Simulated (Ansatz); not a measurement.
# How the conductance of NiSi2/Si/CoSi2 changes with thickness, part 5 of 8

Wanted: T(E), the conductance and its decay constant for NiSi2/Si/CoSi2. The lower electrode is NiSi2 fluorite(111) turned by 180 degrees (type B), the upper one CoSi2 fluorite(111) turned by 180 degrees (type B); the barrier is Si diamond(111) (whole bilayers). In the first transport cell, after relaxation, the nearest pair of electrode and barrier is Si–Si at 2.37 Å, along the normal, at the lower face and Si–Si at 2.39 Å, along the normal, at the upper one. All share a net of side 3.84 Å, which strains the lower electrode by +0.0 %, the upper one by +1.3 % and the barrier by -0.7 %, against typed lattice constants near PBE's. The first steps treat the bulk electrodes alone.

Ansatz 0.2.0; PBE DFT, plane waves, PAW files (the session's first sound run).

So far, transmission at the Fermi level (a spin, zone mean): step 5 (T(E) of the junction) 0.0759. Also channels of the lower lead: step 5 1.16.

### 6. Conductance, atomic planes in the barrier 4, gap between the electrodes 8.73 Å

Level of this step: PBE DFT, plane waves, PAW files; ballistic transmission by layer matching between semi-infinite leads (Ansatz).

System of this step: NiSi2/Si/CoSi2. The cell holds 55 atoms: 38 Si, 8 Ni and 9 Co. Its edges and angles: a = 3.840 Å, b = 3.840 Å, c = 73.406 Å, α = 90.0°, β = 90.0°, γ = 120.0°. Regions: left electrode, 25 atoms (17 Si and 8 Ni); barrier, 4 atoms (4 Si); right electrode, 26 atoms (17 Si and 9 Co). Vacuum lies along c.

The conductance needs T(E) within ten thermal energies of the Fermi level, on steps under 1.5 kT, and a finer mesh (24×24), since the current can rest on few wavevectors.

Input file input.yaml:

```yaml
crystal:
  lattice:
    - [3.84, 0.0, 0.0]
    - [-1.92, 3.3255375505, 0.0]
    - [0.0, 0.0, 73.4064270011]
  atoms:
    - { symbol: Si, position: [0.0, 0.0, 0.0953594976] }
    - { symbol: Si, position: [0.33333333, 0.66666667, 0.1166344349] }
    - { symbol: Ni, position: [0.0, 0.0, 0.127539679] }
    - { symbol: Si, position: [0.66666667, 0.33333333, 0.138444923] }
    - { symbol: Si, position: [0.0, 0.0, 0.1597198603] }
    - { symbol: Ni, position: [0.66666667, 0.33333333, 0.1706251043] }
    - { symbol: Si, position: [0.33333333, 0.66666667, 0.1815303484] }
    - { symbol: Si, position: [0.66666667, 0.33333333, 0.2028052857] }
    - { symbol: Ni, position: [0.33333333, 0.66666667, 0.2137105297] }
    - { symbol: Si, position: [0.0, 0.0, 0.2246157737] }
    - { symbol: Si, position: [0.33333333, 0.66666667, 0.245890711] }
    - { symbol: Ni, position: [0.0, 0.0, 0.2567959551] }
    - { symbol: Si, position: [0.66666667, 0.33333333, 0.2677011991] }
    - { symbol: Si, position: [0.0, 0.0, 0.2889761364] }
    - { symbol: Ni, position: [0.66666667, 0.33333333, 0.2998813804] }
    - { symbol: Si, position: [0.33333333, 0.66666667, 0.3107866245] }
    - { symbol: Si, position: [0.66666667, 0.33333333, 0.3320615618] }
    - { symbol: Ni, position: [0.33333333, 0.66666667, 0.3429668058] }
    - { symbol: Si, position: [0.0, 0.0, 0.3538720498] }
    - { symbol: Si, position: [0.33333333, 0.66666667, 0.3751469872] }
    - { symbol: Ni, position: [0.0, 0.0, 0.3860522312] }
    - { symbol: Si, position: [0.66666667, 0.33333333, 0.3969574752] }
    - { symbol: Si, position: [0.0, 0.0, 0.4182324125] }
    - { symbol: Ni, position: [0.66666667, 0.33333333, 0.4291376566] }
    - { symbol: Si, position: [0.33333333, 0.66666667, 0.4413474871] }
    - { symbol: Si, position: [0.33333333, 0.66666667, 0.4736445995] }
    - { symbol: Si, position: [0.66666667, 0.33333333, 0.4845270836] }
    - { symbol: Si, position: [0.66666667, 0.33333333, 0.5168371001] }
    - { symbol: Si, position: [0.0, 0.0, 0.5276410265] }
    - { symbol: Si, position: [0.0, 0.0, 0.5602070936] }
    - { symbol: Co, position: [0.66666667, 0.33333333, 0.5705532122] }
    - { symbol: Si, position: [0.33333333, 0.66666667, 0.5807196924] }
    - { symbol: Si, position: [0.66666667, 0.33333333, 0.6021476432] }
    - { symbol: Co, position: [0.33333333, 0.66666667, 0.6123141235] }
    - { symbol: Si, position: [0.0, 0.0, 0.6224806037] }
    - { symbol: Si, position: [0.33333333, 0.66666667, 0.6439085545] }
    - { symbol: Co, position: [0.0, 0.0, 0.6540750347] }
    - { symbol: Si, position: [0.66666667, 0.33333333, 0.664241515] }
    - { symbol: Si, position: [0.0, 0.0, 0.6856694658] }
    - { symbol: Co, position: [0.66666667, 0.33333333, 0.695835946] }
    - { symbol: Si, position: [0.33333333, 0.66666667, 0.7060024262] }
    - { symbol: Si, position: [0.66666667, 0.33333333, 0.7274303771] }
    - { symbol: Co, position: [0.33333333, 0.66666667, 0.7375968573] }
    - { symbol: Si, position: [0.0, 0.0, 0.7477633375] }
    - { symbol: Si, position: [0.33333333, 0.66666667, 0.7691912883] }
    - { symbol: Co, position: [0.0, 0.0, 0.7793577686] }
    - { symbol: Si, position: [0.66666667, 0.33333333, 0.7895242488] }
    - { symbol: Si, position: [0.0, 0.0, 0.8109521996] }
    - { symbol: Co, position: [0.66666667, 0.33333333, 0.8211186798] }
    - { symbol: Si, position: [0.33333333, 0.66666667, 0.8312851601] }
    - { symbol: Si, position: [0.66666667, 0.33333333, 0.8527131109] }
    - { symbol: Co, position: [0.33333333, 0.66666667, 0.8628795911] }
    - { symbol: Si, position: [0.0, 0.0, 0.8730460713] }
    - { symbol: Si, position: [0.33333333, 0.66666667, 0.8944740222] }
    - { symbol: Co, position: [0.0, 0.0, 0.9046405024] }
kpoints:
  mp_grid: { grid: [8, 8, 1] }
scf:
  occupations: { method: fermi_dirac, width: 0.1 }
  max_iter: 150
hamiltonian:
  xc: pbe
output:
  transmission:
    kmesh: [24, 24]
    e_range: [-0.26, 0.27]
    de: 0.0375
    leads: [[10, 13], [41, 44]]
```

Launch:

```bash
> ansatz run input.yaml --threads 8 --pin off --max-ram 24576MiB --backend cpu --events-out ev --progress --plain --runs-dir out
```

Numbers of over 12 decimals in the logs are rounded to 6 here.

The program printed:

```text
[...]
Crystal: 55 atoms, lattice volume = 937.405 Å³
Basis set: ecut = 420 eV, 18269 PW (Γ)
Bands: 280, of which v1, the nominal top of the filled ones, is band 225 counted from 1 (224 counted from 0)
Symmetry: 6 space group operations
[...]
k-points: 10 of 64 (time reversal used)
[...]
SCF iter   1: F=—  HF=-117030.451639 eV  |F-HF|=—  |Δ(HF+E_count)|=         —  Δρ=1.14e-2  dr2=2.18e1  ethr=1.77e-3  ⟨swp⟩=8.6  Hψ=14245  notcnv=0  defer=109
[...]
SCF iter  13: F=-117030.243141 eV  HF=-117030.243141 eV  |F-HF|=6.85e-8  |Δ(HF+E_count)|=   9.33e-8  Δρ=2.37e-6  dr2=7.61e-8  ethr=2.23e-11  ⟨swp⟩=20.1  Hψ=11493  notcnv=0
SCF 1 converged in 13 iterations: F = -117030.243141 eV  dr2 = 7.61e-8
[...]
transmission: 326 of 3233 steps passed
transmission: 652 of 3233 steps passed
[...]
transmission: 3233 of 3233 steps passed
SCF converged after 13 iterations
Free energy (F): -117030.243141 eV
[...]
Internal energy: -117029.589246 eV  (E = F + TS)
E sigma→0 (E₀):  -117029.916193 eV
Entropy (-TS):   -0.653895 eV (-11.889 meV/atom)
Fermi energy:    8.788060 eV
[...]
--- Band table (eV; the first three rows and the last of 10) ---
  k-point 0: bands = [... 221 lower, 10.0533, 10.0649, 10.2222, 10.2222, 10.2294, 10.4459, 10.4473, 10.4473, ... 51 higher]
  k-point 1: bands = [... 221 lower, 9.6487, 9.6969, 9.7286, 9.7898, 9.8855, 9.9142, 9.9703, 10.1466, ... 51 higher]
  k-point 2: bands = [... 221 lower, 8.8156, 8.9186, 8.9812, 9.0202, 9.0644, 9.2595, 9.2641, 9.4498, ... 51 higher]
  k-point 9: bands = [... 221 lower, 7.9807, 8.1095, 8.2012, 8.2327, 8.2982, 8.3134, 8.3463, 8.3691, ... 51 higher]
--- Transmission ---
  basis      : 109 plane waves across, 53 finite elements along
  points     : 61, standing for a mesh of 24 x 24
  filling    : by the input's occupations and mesh, since the crystals that have channels conduct as metals do. If one of these is a semiconductor, that mesh has misplaced its level
[...]
filled         : 22.2 meV under the level at which it is neutral
    channels       : 1.060764e0 a spin
    conductance    : 6.3042e14 S/m² at 300 K; may be off by some 0.0 % by where its bands' edges are placed, 5.6 % from the k-mesh, 1.1 % from the distance to neutral
    slowest decay  : 0.0349 /Å at (0.2083, 0.1667)
[...]
filled         : 12.5 meV over the level at which it is neutral
    channels       : 1.369792e0 a spin
[...]
slowest decay  : 0.1117 /Å at (0.4167, 0.0833)
  junction   : crystal 0 to crystal 1, 20.43 to 52.61 Å
    transmission   : 1.236903e-1 a spin
    conductance    : 7.5527e13 S/m² at 300 K (7.9078e13 on every other point, 7.5343e13 on every other energy)
    error estimate : 0.2 % from the energy spacing and 0.1 % from band edges of the leads and from resonances (wavevectors taken as independent; lower de), 13.2 % from the k-mesh, 6.3 % from the steps of its leads' Hamiltonians or their offsets (lay more layers), 2.6 % from the distance to neutral
    resistance     : 1.1828e-2 Ω µm² beyond half of each lead's own
```

It took 3.3 min on 8 threads of Arm Neoverse V2, shared host; peak memory 9.2 GiB; 21 min of CPU time.

This step gave:

* free energy: -117030.2431 eV
* Fermi energy: 8.788 eV
* transmission at the Fermi level (a spin, zone mean): 0.1237
* channels of the lower lead: 1.061
* channels of the upper lead: 1.370
* potential step in the lower lead: 7.1 meV
* ballistic conductance of the lower lead: 6.30e14 S/m²
* potential step in the upper lead: 5.9 meV
* ballistic conductance of the upper lead: 8.07e14 S/m²
* junction conductance: 7.55e13 S/m²
* error estimates by source, in the log's order: 0.2, 0.1, 13.2, 6.3, 2.6 %
* resistance-area product beyond the leads: 0.01183 Ω um²

One spin. Table of transmission, zone mean by energy, zero at the Fermi level:

| energy (eV) | transmission, zone mean |
| --- | --- |
| -0.260 | 0.111 |
| -0.223 | 0.131 |
| -0.185 | 0.141 |
| -0.147 | 0.145 |
| -0.110 | 0.137 |
| -0.072 | 0.125 |
| -0.035 | 0.136 |
| 0.003 | 0.124 |
| 0.040 | 0.113 |
| 0.077 | 0.114 |
| 0.115 | 0.128 |
| 0.152 | 0.133 |
| 0.190 | 0.131 |
| 0.228 | 0.135 |
| 0.265 | 0.131 |

One spin. The open channels, zone mean by energy, zero at the Fermi level:

| energy (eV) | lower lead | upper lead |
| --- | --- | --- |
| -0.260 | 0.821 | 1.60 |
| -0.223 | 0.852 | 1.55 |
| -0.185 | 0.894 | 1.47 |
| -0.147 | 0.925 | 1.45 |
| -0.110 | 1.01 | 1.42 |
| -0.072 | 1.03 | 1.37 |
| -0.035 | 1.03 | 1.35 |
| 0.003 | 1.06 | 1.37 |
| 0.040 | 1.06 | 1.26 |
| 0.077 | 1.08 | 1.23 |
| 0.115 | 1.13 | 1.21 |
| 0.152 | 1.15 | 1.20 |
| 0.190 | 1.19 | 1.20 |
| 0.228 | 1.24 | 1.17 |
| 0.265 | 1.28 | 1.12 |

Transmission over k1 and k2. At 0.0025 eV from the Fermi level.

Ten even steps from '0' (0.000) to '9' (0.705):
```
000000000000000000000000
000000000000000000000000
000001300310000000000000
000013302033100000000000
000135210012531000000000
000332115251123300000000
000001187117811000000000
000020578636875020000000
000300216799761200300000
000131513988893151310000
000032176981189671230000
000015188781018788151000
000003217698118967123000
000001315139888931513100
000000300216799761200300
000000002057863687502000
000000000011871178110000
000000000332115251123300
000000000013521001253100
000000000000133020331000
000000000000001300310000
000000000000000000000000
000000000000000000000000
000000000000000000000000
```
Columns: k1 (b1) from -0.5 to 0.458; rows upwards: k2 (b2) from -0.5 to 0.458.

G = 7.6e13 S/m² (1/G = 0.0132 Ω µm²). The largest error estimate is 13 %, from the mesh across the current. In the worse lead the potential repeats within 7.1 meV, which the program lets pass, though it still puts 6.3 % of error on the junction's conductance through them. By hand, Landauer's formula with T at one energy: G = (e²/h) ΣT / A = 3.874e-5 S × 0.247 / 12.77 Å² = 7.5e13 S/m², with T summed over both spins. The printed value averages T over the Fermi window and is 1.0 times this.

(Continued in part 6 of 8.)

[Logs are printed without paths, hosts, clocks, repeated set-up lines and the standing remarks that a program may print on its own settings, such as how far it seeks lower states.]

[Hosts, paths, dates, database ids (printed as entryN), source tags and the programs' standing remarks are cut or masked in the printed files.]
